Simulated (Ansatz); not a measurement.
Zincblende BeTe: a single-point calculation in the PAW code Ansatz (PBE). The cell was relaxed with r2SCAN and then strained (epitaxial -3.0 % in the plane normal to [111], free normal strain +1.17 %), with the atoms relaxed again with r2SCAN; k points keep the names of the unstrained zone.

input.yaml:
```yaml
crystal:
  lattice:
    - [0.0786808171, 2.8224457338, 2.8224457338]
    - [2.8224457338, 0.0786808171, 2.8224457338]
    - [2.8224457338, 2.8224457338, 0.0786808171]
  atoms:
    - { symbol: Be, position: [0.0016841411, 0.0016841411, 0.0016841411] }
    - { symbol: Te, position: [0.2483158589, 0.2483158589, 0.2483158589] }
kpoints:
  mp_grid: { grid: [8, 8, 8] }
  band_path:
    path:
      - [0.0, 0.0, 0.0]
      - [-0.5, -0.5, 0.0]
      - [-0.375, -0.375, 0.25]
      - [-0.375, 0.0, 0.375]
      - [0.0, 0.0, 0.5]
      - [-0.5, -0.25, 0.25]
      - [0.0, 0.5, 0.5]
    npoints: 1
hamiltonian:
  xc: pbe
scf:
  occupations: { method: fermi_dirac, width: 0.02 }
  n_extra_bands: 4
output:
  forces: true
  stress: true
  eigenvalues: true
```

Command: `ansatz run input.yaml --threads 2 --pin off --max-ram 18432MiB --backend cpu --events-out ev --progress --plain --runs-dir out`. Wall time 1.7 s on 2 threads of AMD EPYC 7R13 Processor (Zen 3), on a shared host, load about 1.4 per core; peak host memory 0.43 GiB.

Task: What does the program print?

Result: Output, abridged:
```
Functional definition: PBE
Crystal: 2 atoms, lattice volume = 43.088 Å³
Basis set: ecut = 420 eV, 875 PW (Γ)
Bands: 13, of which v1, the nominal top of the filled ones, is band 9 counted from 1 (8 counted from 0)
Symmetry: 6 space group operations
Space group: R3m (ITA 160)
k-points: 65 of 512 (time reversal used)
preconditioner: auto → none  [insulator: Δε(μ)=1.722 eV  σ=0.020 eV  ℏωp=16.0 eV]
SCF 1 converged in 7 iterations: F = -7073.404255 eV  dr2 = 2.84e-8
NSCF: frozen V_eff on 7 k-points
Free energy (F): -7073.404255 eV
Fermi energy:    8.888490 eV
--- Forces (eV/Å), atoms counted from 1 ---
  atom   1  Be      0.00608      0.00608      0.00608
  atom   2  Te    -0.00608    -0.00608    -0.00608
--- Stress (GPa, compression-positive) ---
        3.357481      -1.561816      -1.561816
       -1.561816       3.357481      -1.561816
       -1.561816      -1.561816       3.357481
  P = ⅓ Tr σ = 3.3575 GPa (33.575 kbar)
--- Band table (eV; the first three rows and the last of 65) ---
  k-point 0: bands = […, -28.3875, -28.3875, -4.6381, 7.6485, 8.0318, 8.0318, 11.0732, 11.6464, 11.6464, 12.1616]
  k-point 1: bands = […, -28.3875, -28.3871, -4.4779, 6.6294, 7.4546, 7.7545, 11.2759, 11.7887, 12.0147, 13.3852]
  k-point 2: bands = […, -28.3874, -28.3859, -4.0327, 4.5304, 7.0111, 7.2477, 11.1915, 12.2542, 12.5294, 15.1460]
  k-point 64: bands = […, -28.3878, -28.3878, -3.3596, 2.1058, 6.9438, 6.9438, 11.4467, 12.6800, 12.6800, 15.9191]
```
The trailing digits, and the zero of the energies, depend on the potentials and thresholds.

The rows of the band table are 0: (0, 0, 0) = Γ, 1: (0, 0, 1/8), 2: (0, 0, 1/4), 64: (-1/2, -1/2, -1/2) = L.

bands.tsv, columns around the gap (it counts bands from 0):
```tsv
# k_distance	band_4	band_5	band_6	band_7	band_8	band_9	band_10	band_11	band_12
# fermi_ev = 8.888490
# [0, 0, 0] at k_distance = 0.000000
# [-0.5, -0.5, 0] at k_distance = 1.129473
# [-0.375, -0.375, 0.25] at k_distance = 1.523238
# [-0.375, 0, 0.375] at k_distance = 2.218078
# [0, 0, 0.5] at k_distance = 2.912919
# [-0.5, -0.25, 0.25] at k_distance = 3.700449
# [0, 0.5, 0.5] at k_distance = 4.949182
# levels_relative_to = fermi_ev
0.000	-37.276	-13.527	-1.240	-0.857	-0.857	2.185	2.758	2.758	3.273
1.129	-37.272	-11.562	-6.288	-3.914	-3.588	0.865	1.701	8.879	8.958
1.523	-37.273	-11.618	-5.919	-5.095	-3.174	1.854	4.013	7.030	7.379
2.218	-37.273	-11.553	-5.898	-5.014	-3.469	1.505	4.657	6.771	7.601
2.913	-37.272	-12.036	-6.739	-2.324	-2.164	2.072	3.477	3.663	6.763
3.700	-37.273	-11.525	-5.720	-4.859	-4.353	4.144	4.491	4.833	5.494
4.949	-37.272	-11.562	-6.288	-3.914	-3.588	0.865	1.701	8.879	8.958
```
In order the rows are Γ, X, U, K, L, W, X.

With PBE the valence top lies at Γ and the conduction bottom at X, 1.72 eV higher; the smallest vertical gap, at Γ, is 3.04 eV. The gap is the least over the mesh and the extra points. With the atoms held, the mean pressure is +3.36 GPa (compression positive).

(Simulation; spin polarisation is off.)

No spin-orbit coupling is included; it can move band edges with weight on the heavy atoms by tenths of an eV.
